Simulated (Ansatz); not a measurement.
BaZrO₃: rattling a relaxed structure

The calculation used DFT PBE, scalar-relativistic, plane waves, PAW in Ansatz 0.2.0. Cutoff 420 eV; k points 6×6×6 on the computed 5-atom cell (Γ-centred); Gaussian smearing, width 0.02 eV; no spin polarisation.

The cell below (5 atoms, Pm-3m (No. 221)) is relaxed within its symmetry. It is a trial structure, and others of BaZrO₃ can lie lower.

```
CELL_PARAMETERS angstrom
4.22681 0.00000 0.00000
0.00000 4.22681 0.00000
0.00000 0.00000 4.22681
ATOMIC_POSITIONS crystal
Ba 0.00000 0.00000 0.00000
Zr 0.50000 0.50000 0.50000
O 0.50000 0.00000 0.50000
O 0.50000 0.50000 0.00000
O 0.00000 0.50000 0.50000
```

For the test it was strained at random by about 1.5 %, the atoms were moved at random (σ = 0.15 Å), and all was relaxed without symmetry on a coarse k mesh of 4×4×4 with 0.1 eV smearing. The unmoved cell, run with the same settings, is the reference.

Problem. What happens?

Solution. It returns to Pm-3m (No. 221) at a loose tolerance of 0.1 Å, within 1 meV/atom of the reference. No instability shows in this cell, though one random start can't exclude a very soft mode.

Cost: 3 runs of about 1.2 core-minutes in all, on Arm Neoverse V2 (shared hosts).